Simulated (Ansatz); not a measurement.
# C: the cost of one run

Method: DFT LDA, scalar-relativistic, plane waves, PAW, in Ansatz 0.2.0.

1 further run of the same task is left out (set aside as unsound or not needed). Runs told in other sessions of the task aren't counted.

## 1. The system as given

The structure is cubic, space group Im-3m (No. 229). Conventional cell: a = 4.821 Å, b = 4.821 Å, c = 4.821 Å, α = 90.00°, β = 90.00°, γ = 90.00°. C (site symmetry 3m) is surrounded by 4 C at 1.46 to 1.57 Å.

Coordinates:

```
C
1.0
    -2.41040    2.41040    2.41040
     2.41040   -2.41040    2.41040
     2.41040    2.41040   -2.41040
C
8
Cartesian
  -0.7845 0.7845 0.7845
  1.6259 1.6259 1.6259
  0.7845 -0.7845 0.7845
  0.7845 0.7845 -0.7845
  1.6259 -1.6259 1.6259
  0.7845 0.7845 0.7845
  -1.6259 1.6259 1.6259
  1.6259 1.6259 -1.6259
```

It goes back to an entry of the Materials Project, which need not be the stable form.

This cell was relaxed beforehand with the same method: volume 7.00 Å³/atom, gap on the mesh 3.04 eV.

## 2. The reference cell

Reference values: F = -1938.2294 eV; pressure 0.00 GPa; largest force 0.001 eV/Å; gap on the mesh 3.04 eV. It was computed beforehand with the settings of the runs below.

## 3. Setting up random displacements

All atoms are moved at random with no net shift, in some cells together with a random strain.

## 4. Point rms move = 0.105 Å

input.yaml

```yaml
crystal:
  lattice:
    - [-2.4687418236, 2.4496563636, 2.4147959559]
    - [2.433067347, -2.4503962234, 2.3798613392]
    - [2.4017142619, 2.3833686618, -2.4155358158]
  atoms:
    - { symbol: C, position: [0.3076479845, -0.0126007988, -0.0129729167] }
    - { symbol: C, position: [0.6554158207, 0.6835603518, 0.6933263996] }
    - { symbol: C, position: [-0.0103549545, 0.3223425541, -0.004506801] }
    - { symbol: C, position: [0.0196723633, 0.0380290597, 0.3428436181] }
    - { symbol: C, position: [0.0202489954, 0.6787495905, -0.0192462155] }
    - { symbol: C, position: [0.3374347045, 0.315859951, 0.3406378826] }
    - { symbol: C, position: [0.6929550041, -0.0130268088, 0.0076055104] }
    - { symbol: C, position: [-0.023019918, -0.0129138994, 0.6523125225] }
basis:
  ecutwfc: 420
kpoints:
  mp_grid: { grid: [8, 8, 8] }
hamiltonian:
  xc: lda
scf:
  occupations: { method: gaussian, width: 0.05 }
output:
  forces: true
  stress: true
  eigenvalues: true
```

Command:

```sh
$ ansatz run input.yaml --threads 2 --pin off --max-ram 5120MiB --backend cpu --events-out ev --progress --plain --runs-dir out
```

Q: Estimate wall time and peak memory on 2 threads of AMD EPYC 9R45 (Zen 5), shared host.

About 5.1 s, with a peak of 0.63 GiB.
